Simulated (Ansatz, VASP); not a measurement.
Ni in VASP and in Ansatz

INCAR

```
SYSTEM = Ni
PREC = Accurate
ENCUT = 520
EDIFF = 1E-6
ISMEAR = -1
SIGMA = 0.1
LREAL = .False.
LASPH = .True.
NELM = 150
ALGO = Normal
ISIF = 2
LWAVE = .False.
LCHARG = .True.
ISPIN = 2
MAGMOM = 1
LORBIT = 11
LMAXMIX = 4
GGA = CA
LELF = .True.
LVHAR = .True.
NBANDS = 15
```

KPOINTS

```
regular mesh
0
Gamma
  19 19 19
  0 0 0
```

POSCAR

```
Ni
1.0
    2.2610906190      0.0000000000      0.0000000000
    0.0000000000      2.2610906190      0.0000000000
    0.0000000000      0.0000000000      2.2610906190
Ni
1
Direct
    0.0000000000      0.0000000000      0.0000000000
```

Input for Ansatz:

```yaml
crystal:
  lattice:
    - [2.261090619, 0.0, 0.0]
    - [0.0, 2.261090619, 0.0]
    - [0.0, 0.0, 2.261090619]
  atoms:
    - { symbol: Ni, position: [0.0, 0.0, 0.0], spin: 1.0 }
magnetization:
  spin_polarized: true
kpoints:
  mp_grid: { grid: [19, 19, 19] }
  band_path:
    path:
      - [0.0, 0.0, 0.0]
      - [0.0, 0.5, 0.0]
      - [0.5, 0.5, 0.0]
      - [0.0, 0.0, 0.0]
      - [0.5, 0.5, 0.5]
      - [0.0, 0.5, 0.0]
      - [0.5, 0.5, 0.5]
      - [0.5, 0.5, 0.0]
    npoints: 14
scf:
  occupations: { method: fermi_dirac, width: 0.1 }
hamiltonian:
  xc: lda
  pseudopotentials: { kind: all_electron, lapw: { basis_error: 0.001 } }
output:
  forces: true
  stress: true
  eigenvalues: true
  populations: true
  dos: { projected: true, de: 0.2, e_range: [-14, 8] }
```

This isn't the form of Ni at room conditions, which is fcc.

Alike in both runs: task single point; functional LDA; k mesh 19 × 19 × 19; occupations fermi-dirac, width 0.1 eV; collinear spin.

```csv
,VASP,Ansatz
version,VASP 6.6.1,Ansatz 0.2.0
potentials or method,"VASP PAW LDA potentials, release 64 (Ni)","all-electron LAPW, scalar-relativistic"
plane-wave cutoff (eV),520,see its input
```

Ansatz gave:

```
pressure (GPa)                                                : 0.0
net moment per atom (μB)                                      : 0.41
size of the moment on the site where the two differ most (μB) : 0.42
```

Estimate VASP's values.

pressure (GPa): -0.3; net moment per atom (μB): 0.35; size of the moment on the site where the two differ most (μB): 0.34.

Site moments also hang on the region over which each program counts them. Ansatz ran all-electron here, so the differences hold the error of VASP's frozen core and of both bases.
